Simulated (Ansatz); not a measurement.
# Te (Tellurium): the cost of one run

Computed with Ansatz 0.2.0 (DFT PBE+D3(BJ), scalar-relativistic, plane waves, PAW, unless a step's input says otherwise).

The COD entry's cell or inner coordinates are ideal or old and differ from later refinements, so a difference from it is no clean test against experiment.

2 further runs of the same task are left out: 2 set aside as unsound or not needed.

### Step 1. Starting point

The structure is trigonal, space group P3_121 (No. 152). The conventional cell has a = 4.317 Å, b = 4.317 Å, c = 5.969 Å, α = 90.00°, β = 90.00°, γ = 120.00°. Around Te (site symmetry 2) lie 6 Te at 2.91 to 3.35 Å.

Structure file:

```
CELL_PARAMETERS angstrom
4.31660 0.00000 0.00000
-2.15830 3.73828 0.00000
0.00000 0.00000 5.96913
ATOMIC_POSITIONS crystal
Te 0.28475 0.00000 0.33333
Te 0.00000 0.28475 0.66667
Te 0.71525 0.71525 0.00000
```

This cell was relaxed beforehand with the same method: volume 32.11 Å³/atom, gap on the mesh none (metal).

### Step 2. Electronic structure at the relaxed geometry

Contents of input.yaml:

```yaml
crystal:
  lattice:
    - [4.316595389, 0.0, 0.0]
    - [-2.1582976945, 3.7382812647, 0.0]
    - [0.0, 0.0, 5.9691302748]
  atoms:
    - { symbol: Te, position: [0.2847541133, 0.0, 0.3333333333] }
    - { symbol: Te, position: [0.0, 0.2847541133, 0.6666666667] }
    - { symbol: Te, position: [0.7152458867, 0.7152458867, 0.0] }
basis:
  ecutwfc: 420
kpoints:
  mp_grid: { grid: [12, 12, 8] }
  band_path:
    path:
      - [[0.0, 0.0, 0.0], [0.5, 0.0, 0.0], [0.33333333, 0.33333333, 0.0], [0.0, 0.0, 0.0], [0.0, 0.0, 0.5], [0.5, 0.0, 0.5], [0.33333333, 0.33333333, 0.5], [0.0, 0.0, 0.5]]
      - [[0.5, 0.0, 0.5], [0.5, 0.0, 0.0]]
      - [[0.33333333, 0.33333333, 0.5], [0.33333333, 0.33333333, 0.0]]
    npoints: 14
hamiltonian:
  xc: pbe
  dispersion: d3bj
scf:
  occupations: { method: gaussian, width: 0.1 }
  n_extra_bands: 7
output:
  forces: true
  stress: true
  eigenvalues: true
  populations: true
  dos: { projected: true, de: 0.02, nscf_kmesh: { grid: [18, 18, 12] } }
  bader: true
  write_density: true
  write_potential: true
  elf: true
  volumetric_format: npy
```

Started as:

```sh
$ ansatz run input.yaml --threads 2 --pin off --max-ram 5120MiB --backend cpu --events-out ev --progress --plain --runs-dir out
```

**Question.** How long does this run take on 2 threads of AMD EPYC 9R45 (Zen 5), shared host, and how much memory does it need?

About 34 s, with a peak of 0.94 GiB.
